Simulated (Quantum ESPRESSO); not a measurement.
The system is VO2.

```
V O
1.0
     4.50720    0.00000    0.00000
     0.00000    4.50720    0.00000
     0.00000    0.00000    3.04445
V O
2 4
Direct
  0.50000 0.50000 0.50000
  0.00000 0.00000 0.00000
  0.20036 0.79964 0.50000
  0.79964 0.20036 0.50000
  0.70036 0.70036 0.00000
  0.29964 0.29964 0.00000
```

The cell is a database's computed one.

| Item | Value |
| --- | --- |
| Program | Quantum ESPRESSO 7.5 |
| Task | relaxation of cell and atoms |
| Functional | PW86PBE |
| Dispersion | D4 |
| Potentials or basis | PseudoDojo 0.4.1 SR PBE standard |
| Cutoff | 1143 eV |
| Density cutoff | 4572 eV |
| k mesh | 3 × 3 × 5 |
| Occupations | fermi-dirac, width 0.05 eV |
| Spin | collinear spin, ferromagnetic start |
| Starting moments | [2.0, 2.0, 0.0, 0.0, 0.0, 0.0] μB |

At the start: pressure -7.3 GPa; volume 10.31 Å³/atom.

Question: How do energy, volume and symmetry change on relaxing?

Answer: Over 10 steps the energy falls by 37.7 meV/atom and the volume is 9.99 Å³/atom (-3.1 %); space group P4_2/mnm (No. 136, to 0.05 Å); moment 2.00 μB per cell.

The path:
```
step  energy change (eV)  largest force (eV/Å)  pressure (GPa)  volume (Å³)
   1              0.0000                0.2251           -7.31        61.85
   2             -0.0201                0.1718           -6.61        61.64
   3             -0.1214                0.4385            2.47        59.45
   4             -0.1346                0.3507            2.03        59.50
   5             -0.1992                0.1647            2.69        59.12
   6             -0.2042                0.1571            3.10        59.03
   7             -0.2149                0.0826            3.19        59.07
   8             -0.2219                0.0244            2.16        59.39
   9             -0.2258                0.0057            0.53        59.83
  10             -0.2262                0.0029            0.04        59.96
```

Final structure:
```xyz
6
Lattice="4.5802 0.0000 0.0000 0.0000 4.5802 0.0000 0.0000 0.0000 2.8581" Properties=species:S:1:pos:R:3 pbc="T T T"
V     2.2901    2.2901    1.4291
V     0.0000    0.0000    0.0000
O     0.9168    3.6634    1.4291
O     3.6634    0.9168    1.4291
O     3.2069    3.2069    0.0000
O     1.3733    1.3733    0.0000
```

Caveat: the k mesh is coarse (spacing up to 0.46 Å⁻¹), so the values aren't converged; the potentials were made for another functional, which shifts forces and pressure; pairwise dispersion overbinds metals, which lowers pressure and volume.
